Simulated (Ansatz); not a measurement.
Write a Python script for Ansatz's Python interface that makes a cleavage or sliding curve of ZnSe, space group F-43m. Settings (first run): PBE, PAW, cutoff 470 eV, 4×4×4 k-points, cold smearing of 0.1 eV.

```
CELL_PARAMETERS angstrom
0.00000 2.83380 2.83380
2.83380 0.00000 2.83380
2.83380 2.83380 0.00000
ATOMIC_POSITIONS crystal
Zn 0.00000 0.00000 0.00000
Se 0.25000 0.25000 0.25000
```

`znse_cleave.py`
```python
import warnings

import ansatz as az
import numpy as np

VECTORS = np.array([
    [0.0, 2.8338, 2.8338],
    [2.8338, 0.0, 2.8338],
    [2.8338, 2.8338, 0.0],
])
SITES = [
    ('Zn', (0.0, 0.0, 0.0)),
    ('Se', (0.25, 0.25, 0.25)),
]


def on_lattice(cell):
    crystal = az.Crystal(lattice=az.Lattice.of(cell))
    for symbol, position in SITES:
        crystal = crystal.atom(symbol, position)
    return crystal


def main() -> None:
    warnings.simplefilter('ignore', az.DeckWarning)

    block = on_lattice(VECTORS).supercell(1, 1, 2).resolved()
    cell0 = np.array(block.lattice.vectors)
    xyz = np.array([site.position for site in block.sites]) @ cell0
    normal = np.cross(cell0[0], cell0[1])
    area = np.linalg.norm(normal)
    normal *= np.sign(normal @ cell0[2]) / area
    energies = []
    for amount in [0, 0.25, 0.5, 1.0, 2.0, 3.0]:
        cell = cell0.copy()
        cell[2] += amount * normal
        moved = az.Crystal(lattice=az.Lattice.of(cell))
        for site, fraction in zip(block.sites, xyz @ np.linalg.inv(cell)):
            moved = moved.atom(site.symbol, fraction)
        calculation = (
            moved.calculation()
            .occupations('cold')
            .pseudopotentials('paw')
            .basis(470)
            .functional('PBE')
            .kpoints(4, 4, 4)
        )
        energies.append(calculation.run(threads=1, pin='off').report['free_energy_ev'])
        print(f'gap {amount:4.2f} A: {(energies[-1] - energies[0]) / area * 16.02177:8.4f} J/m^2')


if __name__ == '__main__':
    main()
```

```console
$ python znse_cleave.py
gap 0.00 A:   0.0000 J/m^2
gap 0.25 A:   0.0953 J/m^2
gap 0.50 A:   0.3210 J/m^2
gap 1.00 A:   0.7602 J/m^2
gap 2.00 A:   1.1885 J/m^2
gap 3.00 A:   1.3102 J/m^2
```

Reading the output:
- Semilocal gaps usually lie well under measured ones.
- Cold and Methfessel-Paxton smearing aren't meant for a gap as narrow as their width.
- The structure is a deposited one; some such entries were measured under pressure or heat, so a shift against it needn't be the functional's error alone.
- Levels are Kohn-Sham eigenvalues on this mesh, without spin-orbit coupling.
- The atoms are held rigidly, so these energies lie above those of relaxed faces or faults.
- Timing: 26 s on 1 thread of Arm Neoverse V2 (shared host), peak memory 0.42 GiB.

(Lines on the test bed's own set-up are left out of the output.)
